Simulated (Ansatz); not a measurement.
What spin-orbit coupling changes at the HgTe (1 0 0) surface (Ansatz, computed).

Miller indices refer to the conventional cell of F-43m (No. 216), a = 6.512 Å, b = 6.512 Å, c = 6.512 Å, α = 90.00°, β = 90.00°, γ = 90.00°.

The slab after a scalar-relativistic relaxation:

```xyz
9
Lattice="4.6045 0.0000 0.0000 0.0000 4.6045 0.0000 0.0000 0.0000 28.0235" Properties=species:S:1:pos:R:3 pbc="T T T"
Te    2.3023    0.0000    7.5939
Hg    2.3023    2.3023    9.0766
Te    0.0000    2.3023   10.7926
Hg    0.0000    0.0000   12.3737
Te    2.3023    0.0000   14.0118
Hg    2.3023    2.3023   15.6499
Te    0.0000    2.3023   17.2309
Hg    0.0000    0.0000   18.9469
Te    2.3023    0.0000   20.4297
```

Theory: PBEsol in Ansatz, plane waves and PAW, once scalar-relativistic and once with spin-orbit coupling.

Settings: cutoff 420 eV, Γ-centred mesh 8×8×1 on the computed 9-atom cell, Gaussian smearing of 0.10 eV. A dipole correction removes the field between periodic images along c.

The slab is computed again with spin-orbit coupling at the same atoms and cell.

Without spin-orbit coupling:

```
Work function, top face (eV) : 5.674
```

Q: What does spin-orbit coupling change?

A: 
```csv
quantity,without,with spin-orbit coupling
"work function, top face (eV)",5.674,5.573
```

The work function changes by -0.10 eV. At these atoms the largest force component with spin-orbit coupling is 0.042 eV/Å, so a relaxation with it would move them a little.

This is one of several terminations of the plane, and another can be more stable.

On a slab of finite thickness, changes under about 0.01 J/m² or 0.05 eV aren't settled.

Spin-orbit coupling lowers the work function of this Te-terminated face from 5.674 to 5.573 eV, a modest but resolved shift. Because the atoms are held fixed, it is a purely electronic response, not a structural one.

The likely origin is the Te 5p shell. Each outermost Te atom has lost two Hg neighbours, and electron counting leaves its dangling bonds only partly filled, so the Fermi level should lie among Te p-derived states. Spin-orbit coupling splits such states and pushes the j = 3/2 branch upward, which would bring the Fermi level closer to vacuum. A small change in the surface dipole could contribute as well, and the work function alone can't separate the two.

The result describes the ideal, unreconstructed face: the one-atom surface period excludes Te dimerisation, which would rearrange the dangling bonds and could alter both the work function and its spin-orbit shift. Nor does the shift bear on the inverted band order for which HgTe is known, since that requires the band character.
